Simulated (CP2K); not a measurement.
## Zr under changes of volume

One of the cells (23.719 Å³/atom); the others are scaled copies at fixed shape and fractional positions:

```
Zr
1.0
     3.13501    0.00000    0.00000
    -1.04500    2.95572    0.00000
    -1.04500   -1.47786    2.55973
Zr
1
Direct
  0.00000 0.00000 0.00000
```

This isn't the form of Zr at room conditions, which is hcp.

* Program: CP2K 2026.2
* Functional: PBE
* Potentials or basis: POTENTIAL_UZH Zr GTH-PBE-q12; TZVP-MOLOPT-PBE-GTH basis
* Density cutoff: 6123 eV
* k mesh: 10 × 10 × 10
* Occupations: fermi-dirac, width 0.05 eV
* Spin: no spin polarisation

| volume (Å³/atom) | energy over the lowest point (meV/atom) | pressure (GPa) |
| --- | --- | --- |
| 22.296 | 3.34 | 2.2 |
| 22.770 | 0.00 | 0.3 |
| 23.245 | 2.30 | -1.5 |
| 23.719 | ? | ? |
| 24.193 | 21.15 | -4.5 |
| 24.668 | 36.62 | -5.8 |
| 25.142 | 55.69 | -7.0 |

Task: What does the run at 23.719 Å³/atom give?

Result: Energy over the lowest point 9.57 meV/atom; pressure -3.1 GPa.

Worked out: A Birch-Murnaghan fit of order 3 (a polynomial in V^(-2/3)) to the other rows has its minimum at 22.81 Å³/atom with B0 = V·E''(V) = 90 GPa and B' = 4.7. It gives 9.50 meV/atom at 23.719 Å³/atom, against the run's 9.57, and -dE/dV = -3.2 GPa, against -3.1.

Energies are extrapolated to zero smearing.

Caveats: the basis of atomic orbitals isn't converged, which shifts pressures, moduli and gaps.
